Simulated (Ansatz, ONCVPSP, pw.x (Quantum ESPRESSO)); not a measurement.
## Equation-of-state test of one ONCV potential (gallium (Ga))

ONCVPSP 4.0.1.1 (patched build) input, shortened (lines: element, Z, core and valence counts, functional; n l f; lmax; l rc ep ncon nbas qcut; lloc lpopt rc5 dvloc0; l nproj debl; icmod fcfact rcfact), PBE, scalar-relativistic:

```
  Ga 31.00    6    2        4      upf
    1    0    2.00
    2    0    2.00
    2    1    6.00
    3    0    2.00
    3    1    6.00
    3    2   10.00
    4    0    2.00
    4    1    1.00
    2
    0    1.55    0.00    3    7    3.30
    1    2.10    0.00    3    6    4.40
    2    2.10    0.43    4    8    5.20
    4    5    1.15    3.00
    0    2    3.20
    1    3    1.30
    2    2    1.80
    3    5.00    1.55
```

Atomic tests: cutoffs needed: 13 Ha and 48 Ha (the cutoffs (Ha) at which the residual kinetic energy of the hardest occupied pseudo-wave falls to 1 and 0.1 mHa per electron) The cutoffs count occupied waves only; projector 2 of the d channel, the hardest unoccupied one, needs 68 Ha at the loose tolerance.; ghost test: no bound ghost flagged; GHOST(+) flagged for d at 11.5 eV, s at 104.3 eV, p at 176.6 eV; largest excitation error: -400 meV (all-electron minus pseudo) for 4s1 4p0, out of 4 test configurations.

Crystal test: fcc Ga in pw.x 7.5, no spin, 13³ k-points, Fermi–Dirac smearing 0.01 Ry, cutoffs 110/440 Ry. The reference is all-electron LAPW (Ansatz 0.2.0) with the same functional, mesh and smearing; V0 and B0 come from Birch–Murnaghan fits to the pressures at five volumes. Errors are pseudo minus all-electron; Δ is the rms difference of the E(V) curves that follow from these fits, minima aligned, over ±6 % about the mean V0. Mesh and smearing are coarse, so the numbers serve the comparison and aren't converged zero-temperature values; the lattice is a test structure that the element need not adopt.

```tsv
V (Å³/atom)	P all-electron (GPa)	P pseudo (GPa)
18.074	2.74	-1.66
18.549	1.23	-2.87
19.025	-0.07	-3.89
19.501	-1.20	-4.75
19.976	-2.17	-5.48
```

All-electron: a0 = 4.236 Å (V0 = 19.00 Å³/atom), B0 = 48.8 GPa.

Pseudopotential: mean pressure error (GPa): -3.84. The pressure does not cross zero within the volumes sampled, so no fit is given. This is a poor potential for the solid. The generator flags a localised state at positive energy (d at 12 eV).

Task: At the middle volume, how do free energy and pressure move when the wave cutoff is lowered (ecutrho kept at four times it)?

Result:

| cutoff (Ry) | shift of F (meV/atom) | shift of P (GPa) |
| --- | --- | --- |
| 50 | +24.2 | -0.04 |
| 66 | +12.3 | +0.13 |
| 88 | +7.0 | -0.14 |

The run at the middle volume (84 k-points, 6 iterations) took about 48 s on one core of a shared host (Neoverse-N1, 64 threads, 124 GiB, load 57).
